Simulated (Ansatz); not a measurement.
The system is La.

```
La
1.0
     3.77000    0.00000    0.00000
    -1.88500    3.26492    0.00000
     0.00000    0.00000   12.15900
La
4
Direct
  0.66667 0.33333 0.25000
  0.33333 0.66667 0.75000
  0.00000 0.00000 0.50000
  0.00000 0.00000 0.00000
```

* Program: Ansatz 0.2.0
* Task: relaxation of cell and atoms
* Functional: RPBE
* Potentials or basis: Ansatz PAW
* Cutoff: 420 eV (not typed: the program's choice for these potentials)
* k mesh: 8 × 8 × 3
* Occupations: fermi-dirac, width 0.05 eV
* Spin: no spin polarisation

At the start: volume 37.42 Å³/atom.

Q: Where does the relaxation end?

A: It ends after 4 steps and the volume is 39.06 Å³/atom (+4.4 %); space group P6_3/mmc (No. 194, to 0.05 Å).

The path:
| step | energy change (eV) | largest force (eV/Å) | volume (Å³) |
| --- | --- | --- | --- |
| 1 | 0.0000 | 0.0000 | 149.66 |
| 2 | -0.0197 | 0.0000 | 154.31 |
| 3 | -0.0216 | 0.0000 | 156.23 |
| 4 | -0.0217 | 0.0000 | 156.23 |

Final structure:
```yaml
crystal:
  lattice:
    - [3.82477, 0.00000, 0.00000]
    - [-1.91239, 3.31235, 0.00000]
    - [0.00000, 0.00000, 12.33178]
  atoms:
    - { symbol: La, position: [0.66667, 0.33333, 0.25000] }
    - { symbol: La, position: [0.33333, 0.66667, 0.75000] }
    - { symbol: La, position: [0.00000, 0.00000, 0.50000] }
    - { symbol: La, position: [0.00000, 0.00000, 0.00000] }
```

Caveat: the plane-wave basis is chosen anew once the cell has moved, so the energies of steps on either side of that aren't comparable; the PAW data sets come from PBE, with cores solved anew for the run's functional, which leaves a small shift of forces and pressure.
